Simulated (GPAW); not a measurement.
Runs of GPAW 26.7.0 on BeS. It takes space group F-43m (No. 216, cubic). Conventional cell: a = 4.850 Å, b = 4.850 Å, c = 4.850 Å, α = 90.00°, β = 90.00°, γ = 90.00°. S (site symmetry -43m) has 4 Be at 2.10 Å as nearest neighbours. Be (site symmetry -43m) has 4 S at 2.10 Å as nearest neighbours. 

```tsv
task	level	potentials or basis	k mesh	cutoff (eV)	smearing	maxiter	response ecut	response k mesh	response bands	kernels	gap on the mesh (eV)	pressure (GPa)
single point	TB-mBJ	GPAW PAW data sets for LDA (gpaw-data 1.2.1), pw	10 × 10 × 10	800	fermi-dirac 0.05 eV	150	-	-	-	-	4.15	-
dielectric tensor	PBE	GPAW PAW data sets (gpaw-data 1.2.1), pw	8 × 8 × 8	600	fermi-dirac 0.001 eV	150	80 eV	24 × 24 × 24	24	["RPA", "ALDA_X", "ALDA"]	3.10	-
band structure	r2SCAN	GPAW PAW data sets (gpaw-data 1.2.1), pw	9 × 9 × 9	800	fermi-dirac 0.05 eV	150	-	-	-	-	3.66	2.0
single point	PBE	GPAW PAW data sets (gpaw-data 1.2.1), pw	8 × 8 × 8	600	fermi-dirac 0.05 eV	120	-	-	-	-	3.10	(a)
```

Alike in all rows: no spin polarisation; cell as given.

Fill in the values left out.

(a) 2.2.

Caveats: the PAW data sets were made with another functional, which shifts forces and pressure a little (some runs); a model potential gives levels but no total energy (some runs); the long-wavelength limit can be off by a per cent or two (some runs); the mesh misses the band edges, which the band path finds closer together (some runs); the cutoff is short for stress and forces, so pressures can be off by a GPa or more (some runs).
